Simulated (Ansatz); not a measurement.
# What moves the field gradients of SiO2?

Cell of run 1: a Materials Project structure (computed, not necessarily an observed phase).

```cif
data_SiO2
_symmetry_space_group_name_H-M 'P2_13'
_symmetry_Int_Tables_number 198
_cell_length_a 7.0818
_cell_length_b 7.0818
_cell_length_c 7.0818
_cell_angle_alpha 90.000
_cell_angle_beta 90.000
_cell_angle_gamma 90.000
loop_
_atom_site_label
_atom_site_type_symbol
_atom_site_symmetry_multiplicity
_atom_site_Wyckoff_symbol
_atom_site_fract_x
_atom_site_fract_y
_atom_site_fract_z
Si1 Si 4 a 0.9780 0.5220 0.4780
Si5 Si 4 a 0.7168 0.7832 0.2168
O9 O 12 b 0.8608 0.3365 0.5394
O17 O 4 a 0.1524 0.1524 0.1524
```

One atom of each set is listed.

Relaxed positions (PBE, cell held):

Si1 (0.9771, 0.5229, 0.4771)
Si5 (0.7142, 0.7858, 0.2142)
O9 (0.8607, 0.3328, 0.5326)
O17 (0.1542, 0.1542, 0.1542)

All runs are DFT with Ansatz 0.2.0 (plane waves and PAW, scalar-relativistic unless spin–orbit coupling is named, Γ-centred meshes, Fermi–Dirac smearing where given) in this cell.

Run 1: PBE, atoms as given; 420 eV, 3×3×3 k-points, smearing 0.02 eV.
Run 2: PBE, atoms relaxed; 420 eV, 3×3×3 k-points, smearing 0.02 eV.
Run 3: r2SCAN, at the relaxed atoms; 500 eV, 3×3×3 k-points, smearing 0.02 eV.

```
run  Si1 V_zz (η)  Si5 V_zz (η)  O9 V_zz (η)  O17 V_zz (η)
  1  -0.27 (0.00)   0.53 (0.00)  9.27 (0.18)  10.22 (0.00)
  2  -0.18 (0.00)   0.50 (0.00)  9.42 (0.22)  10.58 (0.00)
  3             ?             ?            ?             ?
```

V_zz in 10²¹ V/m².

Q: Estimate the row of run 3.

A: Si1: -0.17 (0.00); Si5: 0.47 (0.00); O9: 9.30 (0.22); O17: 10.45 (0.00). It lies nearest to run 2, from whose tensors on these sites it differs by 0.13 at most (largest principal value of the difference, on O9). Taken one at a time, the positions of the atoms (as given or relaxed) move the tensors on these sites by up to 0.36 (largest principal value of the change, on O17), the functional (r2SCAN with its higher cutoff) by 0.13 (O9).

In runs 1, 3 the atoms aren't at the calculated equilibrium (largest force 0.29, 0.31 eV/Å).
